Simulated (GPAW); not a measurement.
# ZnS (F-43m) in GPAW: settings compared, part 2 of 3

GPAW 26.7.0. Earlier steps stand in the parts before.

### Step 3. Band structure, PW91

The input, run.py:

```python
from ase import Atoms
from ase.dft.bandgap import bandgap
from ase.io import write
from ase.units import GPa
from gpaw import GPAW, PW, setup_paths

setup_paths.insert(0, '.')

atoms = Atoms(['Zn', 'S'],
              cell=[[0.0, 2.702, 2.702],
                    [2.702, 0.0, 2.702],
                    [2.702, 2.702, 0.0]],
              scaled_positions=[[0.75, 0.75, 0.75],
                                [0.0, 0.0, 0.0]],
              pbc=True)

calc = GPAW(mode=PW(600),
            xc='GGA_X_PW91+GGA_C_PW91',
            kpts={'size': (7, 7, 7), 'gamma': True},
            occupations={'name': 'fermi-dirac', 'width': 0.05},
            nbands=18,
            convergence={'density': 1e-05, 'energy': 1e-05},
            maxiter=150,
            txt='gpaw.txt')
atoms.calc = calc
energy = atoms.get_potential_energy()
forces = atoms.get_forces()
stress = atoms.get_stress()
calc.write('gs.gpw')
write('result.traj', atoms)
print(f'Energy: {energy:.6f} eV')
print('Forces (eV/A):')
print(forces.round(4))
print('Stress (GPa):', (stress / GPa).round(3))
print('Fermi level:', round(calc.get_fermi_level(), 4), 'eV')
print(f'Gap: {bandgap(calc)[0]:.4f} eV, direct: {bandgap(calc, direct=True)[0]:.4f} eV')

path = atoms.cell.bandpath('GXWKGLUWLK,UX', npoints=60, eps=1e-4)
bs_calc = calc.fixed_density(kpts=path, symmetry='off', nbands=28,
                             convergence={'bands': 'CBM+6.0', 'eigenstates': 1e-6}, txt='bands.txt')
bs = bs_calc.band_structure()
bs.write('bs.json')
print(f'Gap on the path: {bandgap(bs_calc)[0]:.4f} eV')
```

Potentials or basis: PAW data sets generated in the run's folder for this functional, pw.

Command:

```console
$ gpaw-setup -f GGA_X_PW91+GGA_C_PW91 S Zn
$ OMP_NUM_THREADS=1 python run.py
```

Wall time 33 s (1 thread of Arm Neoverse V2, shared host); peak memory 0.22 GiB.

The run converged. Its results:

```yaml
Free_energy: -6.9682 eV
Pressure: 1.2 GPa
Band_gap_on_the_k_mesh: 2.07 eV, direct
Band_gap_along_the_path: 2.07 eV, direct
```

Levels at the corners of the path, in eV from the valence-band top:
```csv
point,band 6,band 7,band 8,band 9,band 10,band 11,band 12,band 13
Γ,-5.86,0.00,0.00,0.00,2.07,6.37,6.37,6.37
X,-5.64,-4.56,-2.21,-2.21,3.39,4.06,10.93,11.91
W,-5.46,-4.58,-2.74,-2.71,5.68,6.01,7.84,8.20
K,-5.51,-4.62,-3.10,-1.80,4.11,5.94,9.34,9.73
Γ,-5.86,0.00,0.00,0.00,2.07,6.37,6.37,6.37
L,-5.65,-5.28,-0.86,-0.86,3.28,6.90,6.90,8.84
U,-5.51,-4.62,-3.10,-1.80,4.11,5.94,9.34,9.73
W,-5.46,-4.58,-2.74,-2.71,5.68,6.01,7.84,8.20
L,-5.65,-5.28,-0.86,-0.86,3.28,6.90,6.90,8.84
K,-5.51,-4.62,-3.10,-1.80,4.11,5.94,9.34,9.73
U,-5.51,-4.62,-3.10,-1.80,4.11,5.94,9.34,9.73
X,-5.64,-4.56,-2.21,-2.21,3.39,4.06,10.93,11.91
```

### Step 4. Equation of state, revPBE+D4

The input, run.py:

```python
import spglib
from ase import Atoms
from ase.calculators.mixing import SumCalculator
from ase.eos import EquationOfState
from ase.io import Trajectory, read
from ase.units import GPa
from dftd4.ase import DFTD4
from gpaw import GPAW, PW

atoms = read('ZnS.cif')
cell, positions, numbers = spglib.find_primitive(
    (atoms.cell[:], atoms.get_scaled_positions(), atoms.numbers), symprec=1e-4)
atoms = Atoms(numbers, cell=cell, scaled_positions=positions, pbc=True)

traj = Trajectory('eos.traj', 'w')
volumes, energies = [], []
for x in [0.94, 0.96, 0.98, 1.0, 1.02, 1.04, 1.06]:
    a = atoms.copy()
    a.set_cell(atoms.cell * x**(1 / 3), scale_atoms=True)
    calc = GPAW(mode=PW(600),
                xc='revPBE',
                kpts={'size': (7, 7, 7), 'gamma': True},
                occupations={'name': 'fermi-dirac', 'width': 0.05},
                nbands=18,
                convergence={'density': 1e-05, 'energy': 1e-05},
                maxiter=150,
                txt=f'eos-{x:.2f}.txt')
    a.calc = SumCalculator([calc, DFTD4(method='revpbe')])
    energies.append(a.get_potential_energy())
    volumes.append(a.get_volume())
    p = -a.get_stress()[:3].mean() / GPa
    calc.write(f'eos-{x:.2f}.gpw')
    traj.write(a)
    print(f'{x:.2f} {volumes[-1]:10.4f} A^3 {energies[-1]:14.6f} eV {p:9.3f} GPa', flush=True)

v0, e0, B = EquationOfState(volumes, energies, eos='birchmurnaghan').fit()
print(f'V0 = {v0:.4f} A^3, E0 = {e0:.6f} eV, B0 = {B / GPa:.2f} GPa')
```

The input, ZnS.cif:

```cif
data_ZnS
_cell_length_a 5.40400000
_cell_length_b 5.40400000
_cell_length_c 5.40400000
_cell_angle_alpha 90.00000000
_cell_angle_beta 90.00000000
_cell_angle_gamma 90.00000000
_space_group_name_H-M_alt 'F-43m'
_space_group_name_Hall 'F -4 2 3'
_space_group_IT_number 216
loop_
_space_group_symop_operation_xyz
'x,y,z'
'y,-x,-z'
'-x,-y,z'
'-y,x,-z'
'x,-y,-z'
'y,x,z'
'-x,y,-z'
'-y,-x,z'
'z,x,y'
'-z,y,-x'
'z,-x,-y'
'-z,-y,x'
'-z,x,-y'
'z,y,x'
'-z,-x,y'
'z,-y,-x'
'y,z,x'
'-x,-z,y'
'-y,z,-x'
'x,-z,-y'
'-y,-z,x'
'x,z,y'
'y,-z,-x'
'-x,z,-y'
'x,y+1/2,z+1/2'
'y,-x+1/2,-z+1/2'
'-x,-y+1/2,z+1/2'
'-y,x+1/2,-z+1/2'
'x,-y+1/2,-z+1/2'
'y,x+1/2,z+1/2'
'-x,y+1/2,-z+1/2'
'-y,-x+1/2,z+1/2'
'z,x+1/2,y+1/2'
'-z,y+1/2,-x+1/2'
'z,-x+1/2,-y+1/2'
'-z,-y+1/2,x+1/2'
'-z,x+1/2,-y+1/2'
'z,y+1/2,x+1/2'
'-z,-x+1/2,y+1/2'
'z,-y+1/2,-x+1/2'
'y,z+1/2,x+1/2'
'-x,-z+1/2,y+1/2'
'-y,z+1/2,-x+1/2'
'x,-z+1/2,-y+1/2'
'-y,-z+1/2,x+1/2'
'x,z+1/2,y+1/2'
'y,-z+1/2,-x+1/2'
'-x,z+1/2,-y+1/2'
'x+1/2,y,z+1/2'
'y+1/2,-x,-z+1/2'
'-x+1/2,-y,z+1/2'
'-y+1/2,x,-z+1/2'
'x+1/2,-y,-z+1/2'
'y+1/2,x,z+1/2'
'-x+1/2,y,-z+1/2'
'-y+1/2,-x,z+1/2'
'z+1/2,x,y+1/2'
'-z+1/2,y,-x+1/2'
'z+1/2,-x,-y+1/2'
'-z+1/2,-y,x+1/2'
'-z+1/2,x,-y+1/2'
'z+1/2,y,x+1/2'
'-z+1/2,-x,y+1/2'
'z+1/2,-y,-x+1/2'
'y+1/2,z,x+1/2'
'-x+1/2,-z,y+1/2'
'-y+1/2,z,-x+1/2'
'x+1/2,-z,-y+1/2'
'-y+1/2,-z,x+1/2'
'x+1/2,z,y+1/2'
'y+1/2,-z,-x+1/2'
'-x+1/2,z,-y+1/2'
'x+1/2,y+1/2,z'
'y+1/2,-x+1/2,-z'
'-x+1/2,-y+1/2,z'
'-y+1/2,x+1/2,-z'
'x+1/2,-y+1/2,-z'
'y+1/2,x+1/2,z'
'-x+1/2,y+1/2,-z'
'-y+1/2,-x+1/2,z'
'z+1/2,x+1/2,y'
'-z+1/2,y+1/2,-x'
'z+1/2,-x+1/2,-y'
'-z+1/2,-y+1/2,x'
'-z+1/2,x+1/2,-y'
'z+1/2,y+1/2,x'
'-z+1/2,-x+1/2,y'
'z+1/2,-y+1/2,-x'
'y+1/2,z+1/2,x'
'-x+1/2,-z+1/2,y'
'-y+1/2,z+1/2,-x'
'x+1/2,-z+1/2,-y'
'-y+1/2,-z+1/2,x'
'x+1/2,z+1/2,y'
'y+1/2,-z+1/2,-x'
'-x+1/2,z+1/2,-y'
loop_
_atom_site_label
_atom_site_type_symbol
_atom_site_symmetry_multiplicity
_atom_site_Wyckoff_symbol
_atom_site_fract_x
_atom_site_fract_y
_atom_site_fract_z
_atom_site_occupancy
Zn1 Zn 4 c 0.2500000000 0.2500000000 0.2500000000 1
S1 S 4 a 0.0000000000 0.0000000000 0.0000000000 1
```

Potentials or basis: the program's PAW data sets (release 1.2.1) made for this functional, pw.

Command:

```console
$ OMP_NUM_THREADS=1 python run.py
```

The log of the run:

```text
__  _  _
 | _ |_)|_||  |
 |__||  | ||/\| - 26.7.0

Input parameters:
  mode=PW(ecut=600.0),
  convergence={'density': 1e-05, 'energy': 1e-05},
  kpts=MonkhorstPack(size=(7, 7, 7), gamma=True),
  maxiter=150,
  nbands=18,
  occupations=Occupations(name='fermi-dirac', width=0.05),
  xc=XC(name='revPBE')

Diagonalizing LCAO Hamiltonian
Converting LCAO to pw mode

           Zn

       S

Atoms  # Å, Bohr magnetons
|   | symbol |        x |        y |        z |    initial magnetic moments |
|---|--------|----------|----------|----------|-----------------------------|
| 0 |     Zn | 1.323421 | 1.323421 | 1.323421 | ( 0.0000,  0.0000,  0.0000) |
| 1 |      S | 0.000000 | 0.000000 | 0.000000 | ( 0.0000,  0.0000,  0.0000) |

Unit cell  # Å
| periodic |        x |        y |        z |  lengths |    angles |
|----------|----------|----------|----------|----------|-----------|
|      yes | 0.000000 | 2.646842 | 2.646842 | 3.743199 | 60.000000 |
[... 171 lines left out ...]
|iter:   6| |   -6.216391 | -4.23 | -2.94 |
|iter:   7| |   -6.216440c| -4.96 | -3.44 |
|iter:   8| |   -6.216453c| -5.28 | -3.80 |
|iter:   9| |   -6.216453c| -7.73c| -4.77 |
|iter:  10| |   -6.216453c| -7.56c| -5.21c|

Converged in 10 steps
Energy contributions relative to reference atoms: (reference = -59725.887415)

Energy contributions:
  Kinetic:          15.035260
  Coulomb:         -12.372971
  Zero:              0.046691
  External:          0.000000
  Xc:               -8.925432
  Entropy:          -0.000000
  Spinorbit:         0.000000
  ----------------------------
  Free energy:      -6.216453
  Extrapolated:     -6.216453

dipole moment: (-19.697527, -19.697527, -19.697527)  # |e|*Ang

Fermi level: 5.484
Eigenvalues  # (at kpt = [0.000, 0.000, 0.000])
| band index |      eig [eV] | occ [0-2] |
|------------|---------------|-----------|
|          0 |        -9.041 |     2.000 |
|          1 |        -2.026 |     2.000 |
|          2 |        -2.026 |     2.000 |
|          3 |        -2.026 |     2.000 |
|          4 |        -1.458 |     2.000 |
|          5 |        -1.458 |     2.000 |
[... 10 lines left out ...]
|         16 |        19.388 |     0.000 |
|         17 |        19.388 |     0.000 |

Gap: 2.496 eV
Transition (v -> c):
  (s=0, k=0, n=8, [0.00, 0.00, 0.00]) -> (s=0, k=0, n=9, [0.00, 0.00, 0.00])
No difference between direct/indirect transitions

Stress tensor  # eV/Ang^3
|         x |         y |         z |
|-----------|-----------|-----------|
| -0.058457 |  0.000000 |  0.000000 |
|  0.000000 | -0.058457 |  0.000000 |
|  0.000000 |  0.000000 | -0.058457 |

# Writing to eos-0.94.gpw (mode='')
```

eos-0.96.txt:

```text
SCF iterations
|iter     | |      energy | eigst |  dens |
|---------|-|-------------|-------|-------|
|iter:   1| |   -6.618079 | -0.03 |       |
|iter:   2| |   -6.532768 | -1.77 | -1.18 |
|iter:   3| |   -6.250418 | -1.47 | -1.22 |
|iter:   4| |   -6.254810 | -2.60 | -1.78 |
|iter:   5| |   -6.257556 | -3.46 | -2.21 |
[... 43 lines left out ...]
|         16 |        19.079 |     0.000 |
|         17 |        19.079 |     0.000 |

Gap: 2.404 eV
Transition (v -> c):
  (s=0, k=0, n=8, [0.00, 0.00, 0.00]) -> (s=0, k=0, n=9, [0.00, 0.00, 0.00])
No difference between direct/indirect transitions

Stress tensor  # eV/Ang^3
|         x |         y |         z |
|-----------|-----------|-----------|
| -0.045424 | -0.000000 |  0.000000 |
| -0.000000 | -0.045424 |  0.000000 |
|  0.000000 |  0.000000 | -0.045424 |

# Writing to eos-0.96.gpw (mode='')
```

Wall time 70 s (1 thread of Arm Neoverse V2, shared host); peak memory 0.22 GiB.

What came out:

```
Equilibrium volume                      : 19.30 Å³/atom
Bulk modulus                            : 77 GPa
Pressure derivative of the bulk modulus : 4.4
```

Energy against volume, from the lowest point:
| volume (Å³/atom) | energy (meV/atom) |
| --- | --- |
| 18.543 | 7.57 |
| 18.938 | 1.64 |
| 19.332 | 0.00 |
| 19.727 | 2.18 |
| 20.121 | 7.80 |
| 20.516 | 16.50 |
| 20.910 | 27.93 |

(Continued in part 3 of 3.)
